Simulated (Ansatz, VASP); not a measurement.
# One calculation of Ca, two programs

Contents of INCAR:

```
SYSTEM = Ca
PREC = Accurate
ENCUT = 600
EDIFF = 1E-6
ISMEAR = 1
SIGMA = 0.05
LREAL = .FALSE.
LASPH = .TRUE.
NELM = 60
ALGO = Normal
ISIF = 3
LWAVE = .FALSE.
LCHARG = .FALSE.
GGA = PE
IVDW = 12
IBRION = 2
NSW = 60
EDIFFG = -0.05
```

KPOINTS

```
regular mesh
0
G
  11 11 11
  0 0 0
```

The input POSCAR:

```
Ca
1.0
    2.6150000000      0.0000000000      0.0000000000
    0.0000000000      2.6150000000      0.0000000000
    0.0000000000      0.0000000000      2.6150000000
Ca
1
Direct
    0.0000000000      0.0000000000      0.0000000000
```

Input for Ansatz:

```yaml
crystal:
  lattice:
    - [2.615, 0.0, 0.0]
    - [0.0, 2.615, 0.0]
    - [0.0, 0.0, 2.615]
  atoms:
    - { symbol: Ca, position: [0.0, 0.0, 0.0] }
basis:
  ecutwfc: 470.0
kpoints:
  mp_grid:
    grid: [11, 11, 11]
    shift: [0.0, 0.0, 0.0]
hamiltonian:
  xc: pbe
  dispersion: d3bj
scf:
  occupations:
    method: cold
    width: 0.05
relax:
  f_tol: 0.05
  max_steps: 40
  cell: {}
```

This isn't the form of Ca at room conditions, which is fcc.

Alike in both runs: task relaxation of cell and atoms; functional PBE; dispersion D3(BJ); k mesh 11 × 11 × 11; no spin polarisation.

|  | VASP | Ansatz |
| --- | --- | --- |
| version | VASP 6.6.1 | Ansatz 0.2.0 |
| potentials or method | VASP PAW PBE potentials, release 64 (Ca_sv) | plane waves, PAW |
| plane-wave cutoff (eV) | 600 | 470 |
| occupations | methfessel-paxton of order 1, width 0.05 eV | cold, width 0.05 eV |
| valence electrons in the cell | 10 | 10 |

VASP gave:

```
relaxed volume (Å³/atom)                                     : 40.17
relaxed cell length with the largest relative difference (Å) : 3.425
energy change over the relaxation (meV/atom)                 : -1432
```

**Question.** Estimate Ansatz's values.

**Answer.** Relaxed volume (Å³/atom): 40.53; relaxed cell length with the largest relative difference (Å): 3.435; energy change over the relaxation (meV/atom): -1413.

Caveats: the volume moved by over 15 % at a fixed basis, so the end points are rough (VASP); the volume moved by +125 % from the deposited cell, more than functionals usually miss; pairwise dispersion overbinds metals, which lowers pressure and volume. Zero-point motion and thermal expansion aren't in these numbers.
